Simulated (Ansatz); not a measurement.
SrO:

```xyz
2
Lattice="0.0000 2.5663 2.5663 2.5663 0.0000 2.5663 2.5663 2.5663 0.0000" Properties=species:S:1:pos:R:3 pbc="T T T"
Sr    2.5663    2.5663    2.5663
O     0.0000    0.0000    0.0000
```

| Quantity | Value |
| --- | --- |
| Program | Ansatz 0.2.0 |
| Task | relaxation of cell and atoms |
| Functional | BLYP |
| Potentials or basis | Ansatz PAW |
| Cutoff | 420 eV (not typed: the program's choice for these potentials) |
| k mesh | 9 × 9 × 9 |
| Occupations | fermi-dirac, width 0.05 eV |
| Spin | no spin polarisation |

At the start: volume 16.90 Å³/atom.

Problem. How do energy, volume and symmetry change on relaxing?

Solution. It ends after 7 steps and the volume is 18.06 Å³/atom (+6.9 %); space group Fm-3m (No. 225, to 0.05 Å).

The path:
```tsv
step	energy change (eV)	largest force (eV/Å)	volume (Å³)
1	0.0000	0.0000	33.80
2	0.0106	0.0000	38.36
3	-0.0336	0.0000	36.18
4	-0.0345	0.0000	35.97
5	-0.0426	0.0000	35.97
6	-0.0424	0.0000	36.12
7	-0.0429	0.0000	36.12
```

Final structure:
```
CELL_PARAMETERS angstrom
0.00000 2.62367 2.62367
2.62367 0.00000 2.62367
2.62367 2.62367 0.00000
ATOMIC_POSITIONS crystal
Sr 0.50000 0.50000 0.50000
O 0.00000 0.00000 0.00000
```

Caveat: the plane-wave basis is chosen anew once the cell has moved, so the energies of steps on either side of that aren't comparable; the pressure holds a Pulay correction of +0.4 GPa for the finite cutoff; the PAW data sets come from PBE, with cores solved anew for the run's functional, which leaves a small shift of forces and pressure.
